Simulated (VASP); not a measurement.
# Pb (C2/m) in VASP: notebook, part 2 of 2

VASP 6.6.1. Earlier steps stand in the parts before.

## Step 4: Single point, LDA

INCAR

```
SYSTEM = Pb
ADDGRID = .False. ; ALGO = Normal
EDIFF = 1E-6 ; ENCUT = 460
GGA = CA ; ISIF = 2
ISMEAR = 1 ; LASPH = .False.
LCHARG = .False. ; LREAL = .False.
LWAVE = .False. ; NELM = 100
PREC = Accurate ; SIGMA = 0.2
```

KPOINTS

```
k-points
0
Gamma
  14 14 7
  0 0 0
```

POSCAR

```
Pb
1.0
    3.0386068135     -1.7503199600      0.0000000000
    3.0386068135      1.7503199600      0.0000000000
   -2.1154626375      0.0000000000      6.0952248674
Pb
2
Direct
    0.9085084100      0.9085084100      0.7262922000
    0.0914915900      0.0914915900      0.2737078000
```

Potentials or basis: VASP PAW LDA potentials, release 64 (Pb_d).

The run is started by

```sh
$ cat potpaw_LDA.64/Pb_d/POTCAR > POTCAR
$ mpirun -np 1 vasp_std > vasp.out
```

OUTCAR:

```text
SYSTEM = Pb
   EDIFF = 1E-6
   ENCUT = 460
   GGA = CA
   ISIF = 2
   ISMEAR = 1
   LASPH = .False.
   LREAL = .False.
   NELM = 100
   PREC = Accurate

 Found    372 irreducible k-points:

 Following reciprocal coordinates:
            Coordinates               Weight
  0.000000  0.000000  0.000000      1.000000
  0.071429 -0.000000 -0.000000      4.000000
  0.142857  0.000000 -0.000000      4.000000
  0.214286  0.000000 -0.000000      4.000000
  0.285714  0.000000  0.000000      4.000000
  0.357143  0.000000 -0.000000      4.000000
   k-points           NKPTS =    372   k-points in BZ     NKDIM =    372   number of bands    NBANDS=     18
   number of dos      NEDOS =    301   number of ions     NIONS =      2
   total plane-waves  NPLWV =  37632
   dimension x,y,z NGX =    28 NGY =   28 NGZ =   48
   dimension x,y,z NGXF=    56 NGYF=   56 NGZF=   96
   ions per type =               2
   NGX,Y,Z   is equivalent  to a cutoff of  13.27, 13.27, 12.37 a.u.
   NGXF,Y,Z  is equivalent  to a cutoff of  26.55, 26.55, 24.74 a.u.
 SYSTEM =  Pb
   PREC   = accura    normal or accurate (medium, high low for compatibility)
   ISTART =      0    job   : 0-new  1-cont  2-samecut
   ICHARG =      2    charge: 1-file 2-atom 10-const
   ISPIN  =      1    spin polarized calculation?
   LNONCOLLINEAR =      F non collinear calculations
   LSORBIT =      F    spin-orbit coupling
   LASPH  =      F    aspherical Exc in radial PAW
   ENCUT  =  460.0 eV  33.81 Ry    5.81 a.u.   6.13  6.13 11.28*2*pi/ulx,y,z
   NELM   =    100;   NELMIN=  2; NELMDL= -5     # of ELM steps
   EDIFF  = 0.1E-05   stopping-criterion for ELM
   LREAL  =      F    real-space projection
   EDIFFG = 0.1E-04   stopping-criterion for IOM
   NSW    =      0    number of steps for IOM
   IBRION =     -1    ionic relax: 0-MD 1-quasi-New 2-CG
   NFREE  =      0    steps in history (QN), initial steepest desc. (CG)
   ISIF   =      2    stress and relaxation
   ISYM   =      2    0-nonsym 1-usesym 2-fastsym
   POTIM  = 0.5000    time-step for ionic-motion
   TEBEG  =    0.0;   TEEND  =   0.0 temperature during run
   PSTRESS=    0.0 pullay stress
   NELECT =      28.0000    total number of electrons
   NUPDOWN=      -1.0000    fix difference up-down
   EMIN   =  10.00;   EMAX   =-10.00  energy-range for DOS
   EFERMI =   0.00;   METHOD = LEGACY
   ISMEAR =     1;   SIGMA  =   0.20  broadening in eV -4-tet -1-fermi 0-gaus
   EFERMI_NEDOS =   21; number of points for ismear=-14 and -15
   IALGO  =     38    algorithm
   IMIX   =      4    mixing-type and parameters
     AMIX     =   0.40;   BMIX     =  1.00
     AMIX_MAG =   1.60;   BMIX_MAG =  1.00
  volume/ion in A,a.u.               =      32.42       218.77
  Fermi-wavevector in a.u.,A,eV,Ry     =   1.237438  2.338420 20.833975  1.531254
  Thomas-Fermi vector in A             =   2.372006
   LORBIT       =      0    0 simple, 1 ext, 2 COOP (PROOUT), +10 PAW based schemes
   GGA     = CA    functional components
   LHFCALC =     F    Hartree Fock is set to
   AEXX    =    0.0000 exact exchange contribution
   IVDW    =     0    specifies the selected vdW correction
   LEPSILON=     F    determine dielectric tensor
   LRPA    =     F    only Hartree local field effects (RPA)
 non-spin polarized calculation
 Methfessel and Paxton  Order N= 1 SIGMA  =   0.20
  energy-cutoff  :      460.00
  volume of cell :       64.84
 maximum number of plane-waves:      1472
 NGX is ok and might be reduce to    28
   NGX = 13   NGY = 13   NGZ = 23

 number of electron      27.9999996 magnetization

 Free energy of the ion-electron system (eV)
  ---------------------------------------------------
  ext. energy  EPLUGINS =         0.00000000
  ---------------------------------------------------
  free energy    TOTEN  =        -8.32439158 eV

  energy without entropy =       -8.32517108  energy(sigma->0) =       -8.32465141

 E-fermi :   6.2603     XC(G=0): -10.0938

 val. band max:        6.2560039948   @ k =  -0.4286   0.5000   0.4286
 cond. band min:       6.2616466166   @ k =   0.1429   0.0000   0.4286
 fundamental gap:      0.0056426217
 Fermi energy:         6.2602943537

 k-point     1 :       0.0000    0.0000    0.0000
  band No.  band energies     occupation
      1     -10.8261      2.00000
      2     -10.7160      2.00000
      3     -10.7153      2.00000
      4     -10.7124      2.00000
      5     -10.7121      2.00000
      6     -10.6890      2.00000
[... 10 lines left out ...]
     17      12.6935      0.00000
     18      12.8070      0.00000

 k-point     2 :       0.0714   -0.0000   -0.0000
  band No.  band energies     occupation
      1     -10.8214      2.00000
      2     -10.7212      2.00000
      3     -10.7153      2.00000
      4     -10.7048      2.00000
      5     -10.7022      2.00000
      6     -10.6747      2.00000
[... 10 lines left out ...]
     17      12.6706      0.00000
     18      12.7898      0.00000

 k-point     3 :       0.1429    0.0000   -0.0000
  band No.  band energies     occupation
      1     -10.8095      2.00000
      2     -10.7362      2.00000
      3     -10.7236      2.00000
      4     -10.6761      2.00000
      5     -10.6703      2.00000
      6     -10.6481      2.00000
[... 10 lines left out ...]
     17      12.4146      0.00000
     18      12.6645      0.00000

 k-point     4 :       0.2143    0.0000   -0.0000
  band No.  band energies     occupation
      1     -10.7988      2.00000
      2     -10.7535      2.00000
      3     -10.7350      2.00000
      4     -10.6642      2.00000
      5     -10.6434      2.00000
      6     -10.6251      2.00000
[... 10 lines left out ...]
     17      11.8021      0.00000
     18      12.6116      0.00000

 k-point     5 :       0.2857    0.0000    0.0000
  band No.  band energies     occupation
      1     -10.8035      2.00000
      2     -10.7667      2.00000
      3     -10.7426      2.00000
      4     -10.7020      2.00000
      5     -10.6327      2.00000
      6     -10.5773      2.00000
[... 10 lines left out ...]
     17      11.1816      0.00000
     18      12.3005      0.00000

 k-point     6 :       0.3571    0.0000   -0.0000
  band No.  band energies     occupation
      1     -10.8197      2.00000
      2     -10.7798      2.00000
      3     -10.7526      2.00000
      4     -10.7264      2.00000
      5     -10.6362      2.00000
      6     -10.5469      2.00000
[... 10 lines left out ...]
     17      10.6776      0.00000
     18      11.3510      0.00000

 [... further k-points ...]

------------------------ aborting loop because EDIFF is reached ----------------------------------------

  FORCE on cell =-STRESS in cart. coord.  units (eV):
  Direction    XX          YY          ZZ          XY          YZ          ZX
  --------------------------------------------------------------------------------------
  -------------------------------------------------------------------------------------
  Total       -1.3214163     -1.3500662     -0.9332595      0.0000000      0.0000000      0.0140059
  in kB      -32.6541629    -33.3621444    -23.0622306      0.0000000      0.0000000      0.3461061
  external PRESSURE =     -29.6928460 kB  Pullay stress =       0.0000000 kB

 VOLUME and BASIS-vectors are now :
 -----------------------------------------------------------------------------
  energy-cutoff  :      460.00
  volume of cell :       64.84
      direct lattice vectors                 reciprocal lattice vectors
     3.038606813 -1.750319960  0.000000000     0.164549095 -0.285662057  0.057109864
     3.038606813  1.750319960  0.000000000     0.164549095  0.285662057  0.057109864
    -2.115462637  0.000000000  6.095224867     0.000000000  0.000000000  0.164062856

 POSITION                                       TOTAL-FORCE (eV/Angst)
 -----------------------------------------------------------------------------------
      3.98476      0.00000      4.42691         0.016333      0.000000     -0.079202
     -0.02300      0.00000      1.66831        -0.016333      0.000000      0.079202
 -----------------------------------------------------------------------------------
    total drift:                                0.000000      0.000000     -0.000000

  FREE ENERGIE OF THE ION-ELECTRON SYSTEM (eV)
  ---------------------------------------------------
  free  energy   TOTEN  =        -8.3243915802 eV

  energy  without entropy=       -8.3251710827  energy(sigma->0) =       -8.32465141
```

OSZICAR:

```text
N       E                     dE             d eps       ncg     rms          rms(c)
DAV:   1     0.269958336830E+03    0.26996E+03   -0.13652E+04 13392   0.170E+03
DAV:   2     0.102551333616E+02   -0.25970E+03   -0.25647E+03 13410   0.418E+02
DAV:   3    -0.781650636333E+01   -0.18072E+02   -0.17845E+02 16404   0.140E+02
DAV:   4    -0.833604538687E+01   -0.51954E+00   -0.51845E+00 15734   0.287E+01
DAV:   5    -0.835723213288E+01   -0.21187E-01   -0.21186E-01 16260   0.507E+00    0.790E-01
DAV:   6    -0.833143081751E+01    0.25801E-01   -0.50227E-02 17490   0.299E+00    0.397E-01
DAV:   7    -0.832486393752E+01    0.65669E-02   -0.20607E-02 16962   0.188E+00    0.134E-01
DAV:   8    -0.832439622621E+01    0.46771E-03   -0.11409E-03 17202   0.536E-01    0.146E-02
DAV:   9    -0.832439100183E+01    0.52244E-05   -0.72217E-05 16486   0.109E-01    0.644E-03
DAV:  10    -0.832439158018E+01   -0.57835E-06   -0.70084E-06 16364   0.367E-02
   1 F= -.83243916E+01 E0= -.83246514E+01  d E =0.779503E-03
```

stdout:

```text
POSCAR found type information on POSCAR Pb
 POSCAR found :  1 types and       2 ions
 scaLAPACK will be used
 LDA part: xc-table for (Slater(with rela. corr.)+CA(PZ))
 , standard interpolation
 POSCAR, INCAR and KPOINTS ok, starting setup
 FFT: planning ... GRIDC
 FFT: planning ... GRID_SOFT
 FFT: planning ... GRID
 WAVECAR not read
 entering main loop
```

Run time: 1.7 min. Hardware: 1 thread of Intel Xeon 6975P-C (Granite Rapids), shared host; peak memory 0.39 GiB.

These settings aren't checked as converged: the numbers below hold their error.

Results:

- Free energy: -8.3244 eV
- Pressure: -3.0 GPa
- Largest force: 0.081 eV/Å
- Band gap on the k mesh: none (metal or under the smearing width)

## Step 5: The reference run

An earlier run on the cell as given: functional PBE; potentials or basis VASP PAW PBE potentials, release 64 (Pb_d); cutoff 520 eV; k mesh 9 × 9 × 5; occupations fermi-dirac, width 0.05 eV; no spin polarisation.

- Pressure: 0.7 GPa
- Largest force: 0.079 eV/Å
- Band gap on the k mesh: none (metal or under the smearing width)
